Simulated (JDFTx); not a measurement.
# GaAs (F-43m) in JDFTx: further runs

The runs below take GaAs through equation of state, with r2SCAN.

Program: JDFTx 1.7.0 (patched build). These are calculated values, not measurements. Logs are shortened: lines on timing, memory, paths and dates and some standing lists are left out, and cuts for length are marked. The log counts tension as positive stress, the text compression.

## 1. Starting point

The structure is cubic, space group F-43m (No. 216). Conventional cell: a = 5.654 Å, b = 5.654 Å, c = 5.654 Å, α = 90.00°, β = 90.00°, γ = 90.00°. As (site symmetry -43m) has 4 Ga at 2.45 Å as nearest neighbours. Ga (site symmetry -43m) is surrounded by 4 As at 2.45 Å.

## 2. Equation of state, r2SCAN, 21.23 Å³/atom (volume scaled by 0.94)

GaAs.in

```
include GaAs.lattice
coords-type Lattice
include GaAs.ionpos

ion-species pseudo/As.upf
ion-species pseudo/Ga.upf
elec-cutoff 40 320
elec-ex-corr mgga-x-r2scan mgga-c-r2scan
kpoint-folding 6 6 6
elec-smearing Fermi 0.0018374661
elec-n-bands 15
electronic-SCF nIterations 100 energyDiffThreshold 1e-09
electronic-minimize nIterations 30 energyDiffThreshold 1e-7
forces-output-coords Cartesian

dump-name run.$VAR
dump End Ecomponents EigStats BandEigs Kpoints Forces Stress ElecDensity KEdensity
```

GaAs.lattice

```
lattice \
    0.0000000000     5.2329218537     5.2329218537 \
    5.2329218537     0.0000000000     5.2329218537 \
    5.2329218537     5.2329218537     0.0000000000
```

GaAs.ionpos

```
ion As     0.7500000000     0.7500000000     0.7500000000 1
ion Ga     0.0000000000     0.0000000000     0.0000000000 1
```

Potentials or basis: SG15-PBE-1.2.

Launch:

```
$ jdftx -c 1 -i GaAs.in -o GaAs.out
```

Output:

```text
*************** JDFTx 1.7.0 (patched build) ***************

Input parsed successfully to the following command list (including defaults):

basis kpoint-dependent
coords-type Lattice
core-overlap-check vector
coulomb-interaction Periodic
davidson-band-ratio 1.1
dump End Forces ElecDensity KEdensity BandEigs EigStats Ecomponents Stress Kpoints
dump-name run.$VAR
elec-cutoff 40 320
elec-eigen-algo Davidson
elec-ex-corr mgga-x-r2scan mgga-c-r2scan
elec-n-bands 15 1
elec-smearing Fermi 0.00183747
electronic-minimize  \
	dirUpdateScheme      FletcherReeves \
	linminMethod         DirUpdateRecommended \
	nIterations          30 \
	history              15 \
	knormThreshold       0 \
	maxThreshold         no \
	energyDiffThreshold  1e-07 \
	nEnergyDiff          2 \
	convergeAll          no \
	alphaTstart          1 \
	alphaTmin            1e-10 \
	updateTestStepSize   yes \
	alphaTreduceFactor   0.1 \
	alphaTincreaseFactor 3 \
	nAlphaAdjustMax      3 \
	wolfeEnergy          0.0001 \
	wolfeGradient        0.9 \
	abortOnFailedStep    no \
	fdTest               no
electronic-scf  \
	nIterations	100 \
	energyDiffThreshold	1e-09 \
	residualThreshold	1e-07 \
	mixFraction	0.5 \
	qMetric	0.8 \
	history	10 \
	nEigSteps	2 \
	eigDiffThreshold	1e-08 \
	mixedVariable	Density \
	qKerker	0.8 \
	qKappa	-1 \
	verbose	no \
	mixFractionMag	1.5
exchange-regularization WignerSeitzTruncated
fluid None
fluid-ex-corr lda-TF lda-PZ
fluid-gummel-loop 10 1.000000e-05
fluid-minimize  \
	dirUpdateScheme      PolakRibiere \
	linminMethod         DirUpdateRecommended \
	nIterations          100 \
	history              15 \
	knormThreshold       0 \
	maxThreshold         no \
	energyDiffThreshold  0 \
	nEnergyDiff          2 \
	convergeAll          no \
	alphaTstart          1 \
	alphaTmin            1e-10 \
	updateTestStepSize   yes \
	alphaTreduceFactor   0.1 \
	alphaTincreaseFactor 3 \
	nAlphaAdjustMax      3 \
	wolfeEnergy          0.0001 \
	wolfeGradient        0.9 \
	abortOnFailedStep    no \
	fdTest               no
fluid-solvent H2O 55.338 ScalarEOS \
	epsBulk 78.4 \
	pMol 0.92466 \
	epsInf 1.77 \
	Pvap 1.06736e-10 \
[... 104 lines left out ...]

---------- Exchange Correlation functional ----------
Initialized LibXC exchange functional 'Re-regularized SCAN exchange by Furness et al'
Initialized LibXC correlation functional 'Re-regularized SCAN correlation by Furness et al'

---------- Setting up pseudopotentials ----------
Width of ionic core gaussian charges (only for fluid interactions / plotting) set to 0

Reading pseudopotential file 'pseudo/As.upf':
  'As' pseudopotential, 'PBE' functional
  Generated using ONCVPSP code by D. R. Hamann
  5 valence electrons, 0 orbitals, 6 projectors, 602 radial grid points, with lMax = 2
  Core radius for overlap checks: 2.53 bohrs.

Reading pseudopotential file 'pseudo/Ga.upf':
  'Ga' pseudopotential, 'PBE' functional
  Generated using ONCVPSP code by D. R. Hamann
  13 valence electrons, 0 orbitals, 6 projectors, 602 radial grid points, with lMax = 2
  Core radius for overlap checks: 2.11 bohrs.

Initialized 2 species with 2 total atoms.

Folded 1 k-points by 6x6x6 to 216 k-points.

---------- Setting up k-points, bands, fillings ----------
Adding inversion symmetry to k-mesh for non-inversion-symmetric unit cell.
Reduced to 16 k-points under symmetry.
Computing the number of bands and number of electrons
Calculating initial fillings.
nElectrons:  18.000000   nBands: 15   nStates: 16

----- Setting up reduced wavefunction bases (one per k-point) -----
average nbasis = 3463.616 , ideal nbasis = 3462.954

---------- Setting up ewald sum ----------
Optimum gaussian width for ewald sums = 2.376703 bohr.
Real space sum over 1331 unit cells with max indices [  5  5  5  ]
Reciprocal space sum over 2197 terms with max indices [  6  6  6  ]

---------- Allocating electronic variables ----------
Initializing wave functions:  (No orbitals for LCAO)  bandwidth-limited random numbers

Setting the auxilliary hamiltonian equal to the subspace hamiltonian.

-------- Electronic minimization -----------
Will mix electronic and kinetic density at each iteration.
	FillingsUpdate:  mu: +0.853236457  nElectrons: 18.000000
	FillingsUpdate:  mu: -0.230532111  nElectrons: 18.000000
SCF: Cycle:  0   F: -51.753587809040539   dF: -1.294e+01   |Residual|: 5.647e+00   |deigs|: 1.415e+00
	FillingsUpdate:  mu: -0.200000000  nElectrons: 18.000000
SCF: Cycle:  1   F: -58.472655223416744   dF: -6.719e+00   |Residual|: 1.340e+01   |deigs|: 5.381e-01
	FillingsUpdate:  mu: -0.200000000  nElectrons: 18.000000
SCF: Cycle:  2   F: -55.670530070714968   dF: +2.802e+00   |Residual|: 2.494e+01   |deigs|: 6.490e-01
	FillingsUpdate:  mu: -0.233226566  nElectrons: 18.000000
SCF: Cycle:  3   F: -54.243914083861384   dF: +1.427e+00   |Residual|: 3.025e+01   |deigs|: 9.396e-02
	FillingsUpdate:  mu: +0.300000000  nElectrons: 18.000000
SCF: Cycle:  4   F: -70.077041638047049   dF: -1.583e+01   |Residual|: 1.335e+01   |deigs|: 2.259e+00
	FillingsUpdate:  mu: +0.214717227  nElectrons: 18.000000
SCF: Cycle:  5   F: -70.879469750757991   dF: -8.024e-01   |Residual|: 1.623e+01   |deigs|: 3.885e-01
	FillingsUpdate:  mu: +0.221676421  nElectrons: 18.000000
SCF: Cycle:  6   F: -69.664910565467608   dF: +1.215e+00   |Residual|: 1.460e+01   |deigs|: 3.763e-01
	FillingsUpdate:  mu: +0.334954657  nElectrons: 18.000000
SCF: Cycle:  7   F: -71.306027603460208   dF: -1.641e+00   |Residual|: 8.947e+00   |deigs|: 5.871e-01
[... 21 lines left out ...]
SCF: Cycle: 18   F: -71.419158527465541   dF: -1.558e-06   |Residual|: 1.059e-03   |deigs|: 3.208e-04
	FillingsUpdate:  mu: +0.309415442  nElectrons: 18.000000
SCF: Cycle: 19   F: -71.419158827905704   dF: -3.004e-07   |Residual|: 2.525e-03   |deigs|: 1.454e-05
	FillingsUpdate:  mu: +0.309409995  nElectrons: 18.000000
SCF: Cycle: 20   F: -71.419158910586006   dF: -8.268e-08   |Residual|: 2.091e-04   |deigs|: 7.009e-05
	FillingsUpdate:  mu: +0.309414950  nElectrons: 18.000000
SCF: Cycle: 21   F: -71.419158927298440   dF: -1.671e-08   |Residual|: 3.532e-04   |deigs|: 2.047e-05
	FillingsUpdate:  mu: +0.309415840  nElectrons: 18.000000
SCF: Cycle: 22   F: -71.419158931518652   dF: -4.220e-09   |Residual|: 2.697e-04   |deigs|: 9.604e-06
	FillingsUpdate:  mu: +0.309416705  nElectrons: 18.000000
SCF: Cycle: 23   F: -71.419158932711738   dF: -1.193e-09   |Residual|: 6.195e-05   |deigs|: 6.988e-06
	FillingsUpdate:  mu: +0.309416636  nElectrons: 18.000000
SCF: Cycle: 24   F: -71.419158932947369   dF: -2.356e-10   |Residual|: 3.510e-05   |deigs|: 1.233e-06
	FillingsUpdate:  mu: +0.309416667  nElectrons: 18.000000
SCF: Cycle: 25   F: -71.419158933024576   dF: -7.721e-11   |Residual|: 4.398e-06   |deigs|: 1.153e-06
SCF: Converged (|Delta E|<1.000000e-09 for 2 iters).

Setting wave functions to eigenvectors of Hamiltonian

# Stress tensor in Cartesian coordinates [Eh/a0^3]:
[ -0.000172634            0            0  ]
[            0 -0.000172634            0  ]
[            0            0 -0.000172634  ]

# Ionic positions in lattice coordinates:
ion As   0.750000000000000   0.750000000000000   0.750000000000000 1
ion Ga   0.000000000000000   0.000000000000000   0.000000000000000 1

# Forces in Cartesian coordinates:
force As   0.000000000000000   0.000000000000000  -0.000000000000000 1
force Ga   0.000000000000000  -0.000000000000000  -0.000000000000000 1

# Energy components:
   Eewald =      -47.4741906273215690
       EH =       25.8328329980337621
     Eloc =      -61.1576198063502261
      Enl =      -40.9037833973778504
      Exc =      -10.0476195322097261
       KE =       62.3312214445493424
-------------------------------------
     Etot =      -71.4191589206762814
       TS =        0.0000000123483019
-------------------------------------
        F =      -71.4191589330245762

IonicMinimize: Iter:   0  F: -71.419158933024576  |grad|_K:  1.274e-35
IonicMinimize: Converged (|grad|_K<1.000000e-04).

Dumping 'run.eigStats' ...
	eMin: -0.262516 at state 12 ( [ +0.000000 +0.500000 +0.500000 ] spin 0 )
	HOMO: +0.288246 at state 0 ( [ +0.000000 +0.000000 +0.000000 ] spin 0 )
	mu  : +0.309417
	LUMO: +0.328738 at state 0 ( [ +0.000000 +0.000000 +0.000000 ] spin 0 )
	eMax: +0.822914 at state 12 ( [ +0.000000 +0.500000 +0.500000 ] spin 0 )
	HOMO-LUMO gap: +0.040491
	Optical gap  : +0.040491 at state 0 ( [ +0.000000 +0.000000 +0.000000 ] spin 0 )
Done!
[note: mu as printed may lie anywhere between the filled and the empty levels]
```

Run time: 6 min. Hardware: 1 thread of Arm Neoverse V1, shared host; peak memory 0.17 GiB.

What came out:

```
Free energy            : -1943.4143 eV
Pressure               : 5.1 GPa
Band gap on the k mesh : 1.10 eV, direct
```

Caveat: the potentials were made for another functional, which shifts forces and pressure.

## 3. Equation of state, r2SCAN, 21.69 Å³/atom (volume scaled by 0.96)

GaAs.in, as its differences from that of step 2:

```diff
@@ -16,2 +16,2 @@
 dump-name run.$VAR
-dump End Ecomponents EigStats BandEigs Kpoints Forces Stress ElecDensity KEdensity
+dump End Ecomponents EigStats BandEigs Kpoints Forces Stress
```

GaAs.lattice

```
lattice \
    0.0000000000     5.2697746302     5.2697746302 \
    5.2697746302     0.0000000000     5.2697746302 \
    5.2697746302     5.2697746302     0.0000000000
```

GaAs.ionpos is that of step 2.

Potentials or basis: SG15-PBE-1.2.

Launch:

```
$ jdftx -c 1 -i GaAs.in -o GaAs.out
```

Run time: 6 min. Hardware: 1 thread of Arm Neoverse V1, shared host; peak memory 0.19 GiB.

The run converged. Its results:

| Property | Result |
| --- | --- |
| Free energy | -1943.4366 eV |
| Pressure | 3.0 GPa |
| Band gap on the k mesh | 0.93 eV, direct |

Caveat: the potentials were made for another functional, which shifts forces and pressure.

## 4. Equation of state, r2SCAN, 22.14 Å³/atom (volume scaled by 0.98)

GaAs.in is that of step 3.

GaAs.lattice

```
lattice \
    0.0000000000     5.3061190521     5.3061190521 \
    5.3061190521     0.0000000000     5.3061190521 \
    5.3061190521     5.3061190521     0.0000000000
```

GaAs.ionpos is that of step 3.

Launch:

```
$ jdftx -c 1 -i GaAs.in -o GaAs.out
```

It took 13 min on 1 thread of Arm Neoverse V1, shared host; peak memory 0.2 GiB.

It converged, with:

```yaml
Free_energy: -1943.4508 eV
Pressure: 1.3 GPa
Band_gap_on_the_k_mesh: 0.76 eV, direct
```

Caveat: the potentials were made for another functional, which shifts forces and pressure.

## 5. Equation of state, r2SCAN, 22.59 Å³/atom

GaAs.in is that of step 4.

GaAs.lattice

```
lattice \
    0.0000000000     5.3419722954     5.3419722954 \
    5.3419722954     0.0000000000     5.3419722954 \
    5.3419722954     5.3419722954     0.0000000000
```

GaAs.ionpos is that of step 4.

Launch:

```
$ jdftx -c 1 -i GaAs.in -o GaAs.out
```

Wall time 8.8 min (1 thread of Arm Neoverse V1, shared host); peak memory 0.2 GiB.

The run converged. Its results:

```
Free energy            : -1943.4563 eV
Pressure               : -0.2 GPa
Band gap on the k mesh : 0.59 eV, direct
```

Caveat: the potentials were made for another functional, which shifts forces and pressure.

## 6. Equation of state, r2SCAN, 23.04 Å³/atom (volume scaled by 1.02)

GaAs.in is that of step 5.

GaAs.lattice

```
lattice \
    0.0000000000     5.3773506264     5.3773506264 \
    5.3773506264     0.0000000000     5.3773506264 \
    5.3773506264     5.3773506264     0.0000000000
```

GaAs.ionpos is that of step 5.

Potentials or basis: SG15-PBE-1.2.

Launch:

```
$ jdftx -c 1 -i GaAs.in -o GaAs.out
```

Run time: 6.5 min. Hardware: 1 thread of Arm Neoverse V1, shared host; peak memory 0.2 GiB.

The run converged. Its results:

```yaml
Free_energy: -1943.4538 eV
Pressure: -1.5 GPa
Band_gap_on_the_k_mesh: 0.44 eV, direct
```

Caveat: the potentials were made for another functional, which shifts forces and pressure.

## 7. Equation of state, r2SCAN, 23.49 Å³/atom (volume scaled by 1.04)

GaAs.in is that of step 6.

GaAs.lattice

```
lattice \
    0.0000000000     5.4122694661     5.4122694661 \
    5.4122694661     0.0000000000     5.4122694661 \
    5.4122694661     5.4122694661     0.0000000000
```

GaAs.ionpos is that of step 6.

Launch:

```
$ jdftx -c 1 -i GaAs.in -o GaAs.out
```

Run time: 5.4 min. Hardware: 1 thread of Arm Neoverse V1, shared host; peak memory 0.2 GiB.

The run converged. Its results:

| Quantity | Value |
| --- | --- |
| Free energy | -1943.4442 eV |
| Pressure | -2.7 GPa |
| Band gap on the k mesh | 0.28 eV, direct |

Caveat: the potentials were made for another functional, which shifts forces and pressure.

## 8. Equation of state, r2SCAN, 23.94 Å³/atom (volume scaled by 1.06)

GaAs.in is that of step 7.

GaAs.lattice

```
lattice \
    0.0000000000     5.4467434495     5.4467434495 \
    5.4467434495     0.0000000000     5.4467434495 \
    5.4467434495     5.4467434495     0.0000000000
```

GaAs.ionpos is that of step 7.

Launch:

```
$ jdftx -c 1 -i GaAs.in -o GaAs.out
```

Wall time 14 min (1 thread of Arm Neoverse V1, shared host); peak memory 0.2 GiB.

Results (log left out):

```yaml
Free_energy: -1943.4284 eV
Pressure: -3.7 GPa
Band_gap_on_the_k_mesh: 0.14 eV, direct
```

Caveat: the potentials were made for another functional, which shifts forces and pressure.

## 9. Equation of state, r2SCAN

Potentials or basis: SG15-PBE-1.2.

No new run: the results of the series are fitted here.

What came out:

| Quantity | Value |
| --- | --- |
| Equilibrium volume | 22.68 Å³/atom (rough: see the caveat) |
| Bulk modulus | 68 GPa (rough) |

Energy against volume, from the lowest point:
```csv
volume (Å³/atom),energy (meV/atom)
21.234,21.00
21.686,9.88
22.138,2.78
22.590,0.00
23.041,1.26
23.493,6.07
23.945,13.95
```

Caveat: the fit is doubtful: noisy points or a state that changes with volume; the potentials were made for another functional, which shifts forces and pressure.
